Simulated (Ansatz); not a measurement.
# VO2 (P4_2/mnm): the listed cell

Aim: the state of VO2 (P4_2/mnm) with the cell held as listed.

The COD entry's cell or inner coordinates are ideal or old and differ from later refinements, so a difference from it is no clean test against experiment.

Program: Ansatz 0.2.0. Level of theory: DFT PBE+U (U_eff = 3.2 eV on V 3d), scalar-relativistic, plane waves, PAW. These are calculated values, not measurements.

1 further run of the same task is left out (set aside as unsound or not needed).

### 1 The starting structure

It takes space group P4_2/mnm (No. 136, tetragonal). Conventional cell: a = 4.530 Å, b = 4.530 Å, c = 2.869 Å, α = 90.00°, β = 90.00°, γ = 90.00°. V (site symmetry mmm) has 6 O at 1.90 to 1.95 Å as nearest neighbours. O (site symmetry m2m) has 3 V at 1.90 to 1.95 Å as nearest neighbours.

Coordinates:

```cif
data_structure
_symmetry_space_group_name_H-M 'P 1'
_symmetry_Int_Tables_number 1
_cell_length_a 4.5300
_cell_length_b 4.5300
_cell_length_c 2.8690
_cell_angle_alpha 90.000
_cell_angle_beta 90.000
_cell_angle_gamma 90.000
_cell_volume 58.87
loop_
_atom_site_label
_atom_site_type_symbol
_atom_site_fract_x
_atom_site_fract_y
_atom_site_fract_z
_atom_site_occupancy
V1 V 0.00000 0.00000 0.00000 1
V2 V 0.50000 0.50000 0.50000 1
O1 O 0.30500 0.30500 0.00000 1
O2 O 0.19500 0.80500 0.50000 1
O3 O 0.69500 0.69500 0.00000 1
O4 O 0.80500 0.19500 0.50000 1
```

Starting moments: V 1.00 μB.

### 2 The listed cell

Input file input.yaml:

```yaml
crystal:
  lattice:
    - [4.53, 0.0, 0.0]
    - [0.0, 4.53, 0.0]
    - [0.0, 0.0, 2.869]
  atoms:
    - { symbol: V, position: [0.0, 0.0, 0.0], spin: 1.0 }
    - { symbol: V, position: [0.5, 0.5, 0.5], spin: 1.0 }
    - { symbol: O, position: [0.305, 0.305, 0.0] }
    - { symbol: O, position: [0.195, 0.805, 0.5] }
    - { symbol: O, position: [0.695, 0.695, 0.0] }
    - { symbol: O, position: [0.805, 0.195, 0.5] }
basis:
  ecutwfc: 420
  ecutrho_ratio: 4
kpoints:
  mp_grid: { grid: [6, 6, 8] }
hamiltonian:
  xc: pbe
  hubbard: { sites: [{ species: V, l: d, u_eff: 3.25 }] }
scf:
  occupations: { method: gaussian, width: 0.05 }
output:
  forces: true
  stress: true
  eigenvalues: true
  populations: true
magnetization:
  spin_polarized: true
relax:
  f_tol: 0.01
  max_steps: 40
  cell: { stress_tol: 0.1, fix: [volume] }
```

On the command line:

```bash
$ ansatz run input.yaml --threads 4 --pin off --max-ram 10240MiB --backend cpu --events-out ev --progress --plain --runs-dir out
```

**Question.** What will these runs give? Wanted: volume; pressure; conventional cell; gap on the mesh; moments in the spheres.

As calculated:

| quantity | value |
| --- | --- |
| volume | 9.812 Å³/atom |
| pressure | 8.01 GPa |
| conventional cell | a = 4.431 Å, b = 4.431 Å, c = 2.999 Å, α = 90.00°, β = 90.00°, γ = 90.00° |
| gap on the mesh | 0.97 eV |
| moments in the spheres | V 0.84 μB |

What this shows: Held at the listed cell, this level shows 8.0 GPa, so it wants a larger volume. Only the order of the starting moments is followed; others weren't tried in this session. Open d and f shells can converge to several self-consistent states; these numbers belong to the ones reached here.
